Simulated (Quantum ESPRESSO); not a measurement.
# Al (Fm-3m) in Quantum ESPRESSO: further runs

Aim: see how the results for Al move with the level of theory and the settings. Levels: PBE+D4, PBEsol+D4. Tasks: equation of state.

Program: Quantum ESPRESSO 7.5. These are calculated values, not measurements. Logs are shortened: lines on timing, memory, paths and dates and some standing lists are left out, and cuts for length are marked.

**What was measured.**

“The interpretation of polycrystalline coherent inelastic neutron scattering from aluminium”, 2013, pmc:3831299 quotes, for a bulk crystal of Al: bulk modulus 76.9 GPa.

How close the calculation comes is told below.

**1. The structure**

Symmetry: Fm-3m, No. 225, cubic system. The conventional cell has a = 4.050 Å, b = 4.050 Å, c = 4.050 Å, α = 90.00°, β = 90.00°, γ = 90.00°. Al (site symmetry m-3m) is surrounded by 12 Al at 2.86 Å.

**2. Equation of state, PBE+D4**

run.py

```python
import numpy as np
from ase.calculators.espresso import Espresso, EspressoProfile
from ase.io import read

atoms = read('Al.xyz')

input_data = {
    'control': {'calculation': 'scf', 'prefix': 'pwscf', 'outdir': './tmp', 'tprnfor': True, 'tstress': True, 'disk_io': 'nowf'},
    'system': {'ecutwfc': 40.0, 'nbnd': 6, 'occupations': 'smearing', 'smearing': 'fd', 'degauss': 0.00367493},
    'electrons': {'conv_thr': 2e-10, 'electron_maxstep': 120, 'mixing_beta': 0.5},
}
pseudopotentials = {'Al': 'Al.upf'}
profile = EspressoProfile(command='pw.x', pseudo_dir='pseudo')
dft = Espresso(profile=profile, input_data=input_data, pseudopotentials=pseudopotentials, kpts=(11, 11, 11), koffset=(0, 0, 0))
from ase.calculators.mixing import SumCalculator
from dftd4.ase import DFTD4
d4 = DFTD4(method='pbe')
atoms.calc = SumCalculator([dft, d4])

from ase.eos import EquationOfState
from ase.units import GPa
cell, v, e = atoms.cell.copy(), [], []
for x in [0.94, 0.96, 0.98, 1.0, 1.02, 1.04, 1.06]:
    atoms.set_cell(cell * x ** (1 / 3), scale_atoms=True)
    v.append(atoms.get_volume() / len(atoms))
    e.append(atoms.get_potential_energy() / len(atoms))
    print(f'V {v[-1]:.6f} A^3/atom  E {e[-1]:.8f} eV/atom')
v0, e0, b0 = EquationOfState(v, e, eos='birchmurnaghan').fit()
print(f'V0 {v0:.5f} A^3/atom  E0 {e0:.6f} eV/atom  B0 {b0 / GPa:.2f} GPa')
```

Al.xyz

```xyz
1
Lattice="0.0000000000 2.0248050000 2.0248050000 2.0248050000 0.0000000000 2.0248050000 2.0248050000 2.0248050000 0.0000000000" Properties=species:S:1:pos:R:3 pbc="T T T"
Al     0.0000000000      0.0000000000      0.0000000000
```

Potentials or basis: PseudoDojo 0.4.1 SR PBE standard.

Run with:

```
$ OMP_NUM_THREADS=1 python run.py
```

The log of the run:

```text
V 15.606570 A^3/atom  E -63.42527285 eV/atom
V 15.938625 A^3/atom  E -63.42581152 eV/atom
V 16.270679 A^3/atom  E -63.42268126 eV/atom
V 16.602734 A^3/atom  E -63.41627340 eV/atom
V 16.934789 A^3/atom  E -63.40692633 eV/atom
V 17.266843 A^3/atom  E -63.39496543 eV/atom
V 17.598898 A^3/atom  E -63.38070155 eV/atom
V0 15.81793 A^3/atom  E0 -63.426066 eV/atom  B0 88.11 GPa
```

espresso.pwi:

```text
&CONTROL
   calculation      = 'scf'
   tstress          = .true.
   tprnfor          = .true.
   outdir           = './tmp'
   prefix           = 'pwscf'
   disk_io          = 'nowf'
   pseudo_dir       = 'pseudo'
/
&SYSTEM
   nbnd             = 6
   ecutwfc          = 40.0
   occupations      = 'smearing'
   degauss          = 0.00367493
   smearing         = 'fd'
   ntyp             = 1
   nat              = 1
   ibrav            = 0
/
&ELECTRONS
   electron_maxstep = 120
   conv_thr         = 2e-10
   mixing_beta      = 0.5
/
&IONS
/
&CELL
/
&FCP
/
&RISM
/
ATOMIC_SPECIES
Al 26.9815385 Al.upf

K_POINTS automatic
11 11 11  0 0 0

CELL_PARAMETERS angstrom
0.00000000000000 2.06451714090462 2.06451714090462
2.06451714090462 0.00000000000000 2.06451714090462
2.06451714090462 2.06451714090462 0.00000000000000

ATOMIC_POSITIONS angstrom
Al 0.0000000000 0.0000000000 0.0000000000
```

espresso.pwo:

```text
This program is part of the open-source Quantum ESPRESSO suite
     for quantum simulation of materials; please cite
         "P. Giannozzi et al., J. Phys.:Condens. Matter 21 395502 (2009);
         "P. Giannozzi et al., J. Phys.:Condens. Matter 29 465901 (2017);
         "P. Giannozzi et al., J. Chem. Phys. 152 154105 (2020);
     in publications or presentations arising from this work. More details at

Warning: card &CELL ignored
Warning: card &FCP ignored
Warning: card &RISM ignored

     Message from routine setup:
     using ibrav=0 with symmetry is DISCOURAGED, use correct ibrav instead

     G-vector sticks info
     --------------------
     sticks:   dense  smooth     PW     G-vecs:    dense   smooth      PW
     Sum         337     337    121                 4015     4015     821

     Using Slab Decomposition

     bravais-lattice index     =            0
     lattice parameter (alat)  =       5.5174  a.u.
     unit-cell volume          =     118.7633 (a.u.)^3
     number of atoms/cell      =            1
     number of atomic types    =            1
     number of electrons       =         3.00
     number of Kohn-Sham states=            6
     kinetic-energy cutoff     =      40.0000  Ry
     charge density cutoff     =     160.0000  Ry
     scf convergence threshold =      2.0E-10
     mixing beta               =       0.5000
     number of iterations used =            8  plain     mixing
     Exchange-correlation= PBE
                           (   1   4   3   4   0   0   0)

     celldm(1)=   5.517373  celldm(2)=   0.000000  celldm(3)=   0.000000
     celldm(4)=   0.000000  celldm(5)=   0.000000  celldm(6)=   0.000000

     crystal axes: (cart. coord. in units of alat)
               a(1) = (   0.000000   0.707107   0.707107 )
               a(2) = (   0.707107   0.000000   0.707107 )
               a(3) = (   0.707107   0.707107   0.000000 )

     reciprocal axes: (cart. coord. in units 2 pi/alat)
               b(1) = ( -0.707107  0.707107  0.707107 )
               b(2) = (  0.707107 -0.707107  0.707107 )
               b(3) = (  0.707107  0.707107 -0.707107 )

     PseudoPot. # 1 for Al read from file:
     Al.upf
     Pseudo is Norm-conserving + core correction, Zval =  3.0
     Generated using ONCVPSP code by D. R. Hamann
     Using radial grid of 1876 points,  6 beta functions with:
                l(1) =   0
                l(2) =   0
                l(3) =   1
                l(4) =   1
                l(5) =   2
                l(6) =   2

     atomic species   valence    mass     pseudopotential
     Al                3.00    26.98154     Al( 1.00)

     48 Sym. Ops., with inversion, found

   Cartesian axes

     site n.     atom                  positions (alat units)
         1        Al     tau(   1) = (   0.0000000   0.0000000   0.0000000  )

     number of k points=    56  Fermi-Dirac smearing, width (Ry)=  0.0037
                       cart. coord. in units 2pi/alat
        k(    1) = (   0.0000000   0.0000000   0.0000000), wk =   0.0015026
        k(    2) = (   0.0642824   0.0642824  -0.0642824), wk =   0.0120210
        k(    3) = (   0.1285649   0.1285649  -0.1285649), wk =   0.0120210
        k(    4) = (   0.1928473   0.1928473  -0.1928473), wk =   0.0120210
        k(    5) = (   0.2571297   0.2571297  -0.2571297), wk =   0.0120210
        k(    6) = (   0.3214122   0.3214122  -0.3214122), wk =   0.0120210
[... 48 lines left out ...]
        k(   55) = (  -0.0642824  -0.4499770   0.7071068), wk =   0.0360631
        k(   56) = (   0.0000000  -0.3856946   0.6428243), wk =   0.0360631

     Dense  grid:     4015 G-vectors     FFT dimensions: (  24,  24,  24)

     Initial potential from superposition of free atoms

     starting charge       2.9976, renormalised to       3.0000
     Starting wfcs are    4 randomized atomic wfcs +    2 random wfcs

     Self-consistent Calculation

     iteration #  1     ecut=    40.00 Ry     beta= 0.50
     Davidson diagonalization with overlap
     ethr =  1.00E-02,  avg # of iterations =  6.2

     Threshold (ethr) on eigenvalues was too large:
     Diagonalizing with lowered threshold

     Davidson diagonalization with overlap
     ethr =  1.95E-04,  avg # of iterations =  3.7

     total energy              =      -4.63492553 Ry
     estimated scf accuracy    <       0.00576733 Ry

     iteration #  2     ecut=    40.00 Ry     beta= 0.50
     Davidson diagonalization with overlap
     ethr =  1.92E-04,  avg # of iterations =  1.0

     total energy              =      -4.63461153 Ry
     estimated scf accuracy    <       0.00128871 Ry

     iteration #  3     ecut=    40.00 Ry     beta= 0.50
     Davidson diagonalization with overlap
     ethr =  4.30E-05,  avg # of iterations =  1.8

     total energy              =      -4.63464528 Ry
     estimated scf accuracy    <       0.00000192 Ry

     iteration #  4     ecut=    40.00 Ry     beta= 0.50
     Davidson diagonalization with overlap
     c_bands:  1 eigenvalues not converged
     c_bands:  1 eigenvalues not converged
     c_bands:  1 eigenvalues not converged
     ethr =  6.40E-08,  avg # of iterations =  5.1

     total energy              =      -4.63464782 Ry
     estimated scf accuracy    <       0.00000002 Ry

     iteration #  5     ecut=    40.00 Ry     beta= 0.50
     Davidson diagonalization with overlap
     ethr =  7.39E-10,  avg # of iterations =  2.5

     total energy              =      -4.63464784 Ry
     estimated scf accuracy    <          8.7E-10 Ry

     iteration #  6     ecut=    40.00 Ry     beta= 0.50
     Davidson diagonalization with overlap
     ethr =  2.91E-11,  avg # of iterations =  1.8

     End of self-consistent calculation

          k = 0.0000 0.0000 0.0000 (   531 PWs)   bands (ev):

    -3.4211  19.5367  19.5367  20.5474  20.5475  20.5475

          k = 0.0643 0.0643-0.0643 (   531 PWs)   bands (ev):

    -3.2059  16.6161  18.7990  18.7990  21.3662  21.5975

          k = 0.1286 0.1286-0.1286 (   519 PWs)   bands (ev):

    -2.5623  13.0944  18.0532  18.0532  21.1872  22.4391
[... 75 lines left out ...]
     1.9384   5.6923  11.7451  15.9257  17.7816  22.1202

          k =-0.0643-0.3214 0.3214 (   510 PWs)   bands (ev):

     0.1960   8.3931  11.6000  17.0913  19.0339  21.9293

          k = 0.0000-0.2571 0.2571 (   509 PWs)   bands (ev):

    -1.1416  11.0090  12.2647  18.5942  20.5996  21.7538

          k = 0.3857 0.0000-0.0000 (   504 PWs)   bands (ev):

    -0.8593  14.1219  14.1219  14.1596  14.2743  17.3264

          k = 0.4500 0.0643-0.0643 (   505 PWs)   bands (ev):

     0.1948  11.2467  12.2689  13.6914  15.0125  18.0678
[... 27 lines left out ...]
     4.0801   7.3038   7.8557  13.1381  14.6696  19.9516

          k =-0.0000-0.5143 0.5143 (   504 PWs)   bands (ev):

     5.4852   5.6985   6.9610  13.6962  15.3580  23.0578

          k = 0.6428-0.0000 0.0000 (   504 PWs)   bands (ev):

     3.5361   6.7784  12.5866  12.6423  12.6423  15.8313

          k =-0.0000-0.6428 0.6428 (   500 PWs)   bands (ev):

     4.6384   5.8233  10.1970  12.7046  13.9325  17.0876

          k = 0.2571 0.1286 0.0000 (   512 PWs)   bands (ev):

    -1.9925  13.1265  14.1833  18.6171  18.8653  20.4371

          k = 0.3214 0.1928-0.0643 (   514 PWs)   bands (ev):

    -0.9297  10.2502  13.3634  16.8477  19.0379  21.8719

          k = 0.3857 0.2571-0.1286 (   515 PWs)   bands (ev):

     0.5459   7.3106  13.2659  15.3904  19.0659  21.2286
[... 19 lines left out ...]
     3.8600   4.6074  10.6925  12.8246  18.7742  22.1011

          k =-0.0643-0.3214 0.4500 (   505 PWs)   bands (ev):

     1.8681   7.0539  10.2875  13.7928  19.7256  21.6178

          k = 0.0000-0.2571 0.3857 (   510 PWs)   bands (ev):

     0.2658   9.4166  10.7172  15.1417  20.9308  20.9909

          k = 0.5143 0.1286 0.0000 (   511 PWs)   bands (ev):

     1.3787  10.4676  10.4827  11.6769  16.3284  18.2305

          k =-0.1286-0.5143 0.6428 (   502 PWs)   bands (ev):

     2.9591   8.1118   9.1018  11.3143  17.0862  20.2985

          k =-0.0643-0.4500 0.5785 (   503 PWs)   bands (ev):

     4.8907   5.6905   8.1500  11.7273  17.6675  23.1770

          k = 0.0000-0.3857 0.5143 (   515 PWs)   bands (ev):

     3.5878   6.7600   8.0523  12.5646  18.5411  24.1267

          k =-0.0643-0.5785 0.7071 (   496 PWs)   bands (ev):

     3.8083   7.0506   9.9517  11.1503  15.8054  17.7494

          k =-0.0000-0.5143 0.6428 (   495 PWs)   bands (ev):

     5.1683   6.3773   7.8645  11.0501  16.8292  20.0689
[... 7 lines left out ...]
     4.0550   6.2467   9.4597  10.2075  20.8294  21.7132

          k =-0.0643-0.4500 0.7071 (   501 PWs)   bands (ev):

     4.6226   7.8232   7.8474   9.1640  19.5047  20.9531

          k = 0.0000-0.3857 0.6428 (   507 PWs)   bands (ev):

     5.9685   6.2292   7.4930   9.2510  20.6454  23.2790

     the Fermi energy is     7.2960 ev

!    total energy              =      -4.63464784 Ry
     estimated scf accuracy    <          5.4E-11 Ry
     smearing contrib. (-TS)   =      -0.00030363 Ry
     internal energy E=F+TS    =      -4.63434421 Ry

     The total energy is F=E-TS. E is the sum of the following terms:
     one-electron contribution =       2.78048679 Ry
     hartree contribution      =       0.00694241 Ry
     xc contribution           =      -2.13340826 Ry
     ewald contribution        =      -5.28836515 Ry

     convergence has been achieved in   6 iterations

     Forces acting on atoms (cartesian axes, Ry/au):

     atom    1 type  1   force =     0.00000000    0.00000000    0.00000000

     Total force =     0.000000     Total SCF correction =     0.000000

     Computing stress (Cartesian axis) and pressure

          total   stress  (Ry/bohr**3)                   (kbar)     P=      -45.72
  -0.00031083   0.00000000   0.00000000          -45.72        0.00        0.00
   0.00000000  -0.00031083   0.00000000            0.00      -45.72        0.00
   0.00000000   0.00000000  -0.00031083            0.00        0.00      -45.72

=------------------------------------------------------------------------------=
   JOB DONE.
=------------------------------------------------------------------------------=
```

Wall time 24 s (1 thread of Arm Neoverse V1, shared host); peak memory 0.08 GiB.

What came out:

```
Equilibrium volume                      : 15.82 Å³/atom
Bulk modulus                            : 88 GPa
Pressure derivative of the bulk modulus : 4.5
```

Energy against volume, from the lowest point:
```csv
volume (Å³/atom),energy (meV/atom)
15.607,0.54
15.939,0.00
16.271,3.13
16.603,9.54
16.935,18.89
17.267,30.85
17.599,45.11
```

**3. Equation of state, PBEsol+D4**

Changes to run.py since step 2:

```diff
@@ -2,5 +2,8 @@
 from ase.calculators.espresso import Espresso, EspressoProfile
-from ase.io import read
+from ase import Atoms
 
-atoms = read('Al.xyz')
+atoms = Atoms(['Al'],
+              cell=[[0.0, 2.024805, 2.024805], [2.024805, 0.0, 2.024805], [2.024805, 2.024805, 0.0]],
+              scaled_positions=[[0.0, 0.0, 0.0]],
+              pbc=True)
 
@@ -16,3 +19,3 @@
 from dftd4.ase import DFTD4
-d4 = DFTD4(method='pbe')
+d4 = DFTD4(method='pbesol')
 atoms.calc = SumCalculator([dft, d4])
```

Potentials or basis: PseudoDojo 0.4.1 SR PBEsol standard.

Run with:

```
$ OMP_NUM_THREADS=1 python run.py
```

Run time: 24 s. Hardware: 1 thread of Arm Neoverse V1, shared host; peak memory 0.08 GiB.

The run converged. Its results:

- Equilibrium volume: 15.82 Å³/atom
- Bulk modulus: 89 GPa
- Pressure derivative of the bulk modulus: 4.4

Energy against volume, from the lowest point:
```
volume (Å³/atom)  energy (meV/atom)
          15.607               0.54
          15.939               0.00
          16.271               3.17
          16.603               9.67
          16.935              19.14
          17.267              31.26
          17.599              45.73
```

**4. Comparison with measurements**

Step 2. A measured bulk modulus of Al is 76.9 GPa (quoted in “The interpretation of polycrystalline coherent inelastic neutron scattering from aluminium”, 2013, pmc:3831299); the calculated 88 GPa misses it by +14.6 %. The fit is for a static lattice scaled at fixed shape and fixed fractional positions. The cell as given is a measured one (16.60 Å³/atom); PBE+D4 puts the equilibrium volume -4.7 % from it, thermal expansion not counted.

Step 3. Against the measured bulk modulus of Al, 76.9 GPa (quoted in “The interpretation of polycrystalline coherent inelastic neutron scattering from aluminium”, 2013, pmc:3831299), the calculated 89 GPa is off by +15.9 %. The fit is for a static lattice scaled at fixed shape and fixed fractional positions. The cell as given is a measured one (16.60 Å³/atom); PBEsol+D4 puts the equilibrium volume -4.7 % from it, thermal expansion not counted.
